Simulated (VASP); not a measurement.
Wanted: the native input for a VASP 6.6.1 run.

| Property | Result |
| --- | --- |
| Task | band structure |
| Functional | PBE0 |
| Potentials or basis | VASP PAW PBE potentials, release 64 (Si) |
| Cutoff | 520 eV |
| k mesh | 6 × 6 × 6 |
| Occupations | fermi-dirac, width 0.05 eV |
| Spin | no spin polarisation |
| Grid for exact exchange (PRECFOCK) | Fast |
| Exchange at q = 0 | truncated |
| Further INCAR settings | ALGO = Normal; EDIFF = 1e-06 |

The system is Si.

```
Si
1.0
     2.62054    0.00000    0.00000
    -1.31027    2.26946    0.00000
     0.00000    0.00000    2.46635
Si
1
Direct
  0.00000 0.00000 0.00000
```

This isn't the form of Si at room conditions, which is diamond.

These files were run (other wordings do the same):

POSCAR

```
Si
1.0
    2.6205428149      0.0000000000      0.0000000000
   -1.3102714075      2.2694566494      0.0000000000
    0.0000000000      0.0000000000      2.4663543900
Si
1
Direct
    0.0000000000      0.0000000000      0.0000000000
```

INCAR.step1

```
SYSTEM = Si
  ALGO = Normal
  EDIFF = 1E-5
  ENCUT = 520
  GGA = PE
  ISIF = 2
  ISMEAR = -1
  LASPH = .True.
  LCHARG = .False.
  LREAL = .False.
  LWAVE = .True.
  NELM = 60
  PREC = Accurate
  SIGMA = 0.05
```

INCAR.step2

```
SYSTEM = Si
  AEXX = 0.25
  ALGO = Normal
  EDIFF = 1E-6
  ENCUT = 520
  GGA = PE
  HFRCUT = -1
  ISIF = 2
  ISMEAR = -1
  ISTART = 1
  LASPH = .True.
  LCHARG = .False.
  LHFCALC = .True.
  LREAL = .False.
  LWAVE = .False.
  NELM = 60
  PREC = Accurate
  PRECFOCK = Fast
  SIGMA = 0.05
```

KPOINTS

```
k-points
0
Gamma
  6 6 6
  0 0 0
```

KPOINTS_OPT

```
path GMKGALHA,LM,KH
8
line-mode
reciprocal
 0.0000000000  0.0000000000  0.0000000000  G
 0.5000000000  0.0000000000  0.0000000000  M

 0.5000000000  0.0000000000  0.0000000000  M
 0.3333333333  0.3333333333  0.0000000000  K

 0.3333333333  0.3333333333  0.0000000000  K
 0.0000000000  0.0000000000  0.0000000000  G

 0.0000000000  0.0000000000  0.0000000000  G
 0.0000000000  0.0000000000  0.5000000000  A

 0.0000000000  0.0000000000  0.5000000000  A
 0.5000000000  0.0000000000  0.5000000000  L

 0.5000000000  0.0000000000  0.5000000000  L
 0.3333333333  0.3333333333  0.5000000000  H

 0.3333333333  0.3333333333  0.5000000000  H
 0.0000000000  0.0000000000  0.5000000000  A

 0.5000000000  0.0000000000  0.5000000000  L
 0.5000000000  0.0000000000  0.0000000000  M

 0.3333333333  0.3333333333  0.0000000000  K
 0.3333333333  0.3333333333  0.5000000000  H
```

Potentials or basis: VASP PAW PBE potentials, release 64 (Si).

The run is started by

```console
$ cat potpaw_PBE.64/Si/POTCAR > POTCAR
$ cp INCAR.step1 INCAR
$ mpirun -np 1 vasp_std > vasp.out
$ cp INCAR.step2 INCAR
$ mpirun -np 1 vasp_std > vasp.out
```

It gave:

```yaml
Pressure: 1.5 GPa
Band_gap_along_the_path: none (metal or under the smearing width)
```

Caveat: the k mesh is coarse (spacing up to 0.46 Å⁻¹), so the values aren't converged, least of all with exact exchange; the PAW data sets were made with another functional, which shifts forces and pressure a little.

Wall time 88 s on 1 thread of Intel(R) Xeon(R) Platinum 8375C CPU @ 2.90GHz (Ice Lake), with other jobs on the host, peak memory 0.14 GiB.
